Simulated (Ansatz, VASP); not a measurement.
Given: the input of a run of Ansatz 0.2.0 on MgO.

Contents of input.yaml:

```yaml
crystal:
  lattice:
    - [0.0, 2.30616, 2.30616]
    - [2.30616, 0.0, 2.30616]
    - [2.30616, 2.30616, 0.0]
  atoms:
    - { symbol: Mg, position: [0.5, 0.5, 0.5] }
    - { symbol: O, position: [0.75, 0.75, 0.75] }
hamiltonian:
  xc: pbe
  pseudopotentials: { kind: paw }
kpoints:
  mp_grid: { grid: [10, 10, 10] }
scf:
  occupations: { method: fermi_dirac, width: 0.05 }
output:
  forces: true
  stress: true
  eigenvalues: true
```

Potentials or basis: Ansatz PAW.

Launch:

```bash
$ ansatz run input.yaml --threads 1 --pin off --max-ram 3584MiB --backend cpu --events-out ev --progress --plain --runs-dir out
```

Problem. Translate it to VASP 6.6.1. Potentials there: VASP PAW PBE potentials, release 64 (Mg, O).

Solution. As run (the cutoff follows the program's own potentials):

File INCAR:

```
SYSTEM = MgO
PREC = Accurate
ENCUT = 520
EDIFF = 1E-6
ISMEAR = -1
SIGMA = 0.05
LREAL = .False.
LASPH = .True.
NELM = 60
ALGO = Normal
ISIF = 2
LWAVE = .False.
LCHARG = .True.
GGA = PE
LELF = .True.
LVHAR = .True.
NBANDS = 11
```

Contents of KPOINTS:

```
Automatic mesh
0
Gamma
  10 10 10
  0 0 0
```

Contents of POSCAR:

```
MgO
1.0
    0.0000000000      2.3061600000      2.3061600000
    2.3061600000      0.0000000000      2.3061600000
    2.3061600000      2.3061600000      0.0000000000
Mg O
1 1
Direct
    0.5000000000      0.5000000000      0.5000000000
    0.7500000000      0.7500000000      0.7500000000
```

Potentials or basis: VASP PAW PBE potentials, release 64 (Mg, O).

The run is started by

```sh
$ cat potpaw_PBE.64/Mg/POTCAR potpaw_PBE.64/O/POTCAR > POTCAR
$ mpirun -np 1 vasp_std > vasp.out
```

Both were run:

|  | VASP | Ansatz | Ansatz less VASP |
| --- | --- | --- | --- |
| gap on the k mesh at the Fermi level (eV) | 3.47 | 3.48 | +0.017 |
| least direct gap on the mesh (eV) | 3.47 | 3.48 | +0.017 |
| pressure (GPa) | -0.4 | 0.0 | +0.40 |

The functional is the same, so the differences come from potentials, cutoffs and numerics. The two sets of potentials don't hold the same shells in valence.

Caveats: the pressure holds a Pulay correction of +0.5 GPa for the finite cutoff (Ansatz). PBE gaps usually lie below the measured ones, often by a third to a half.
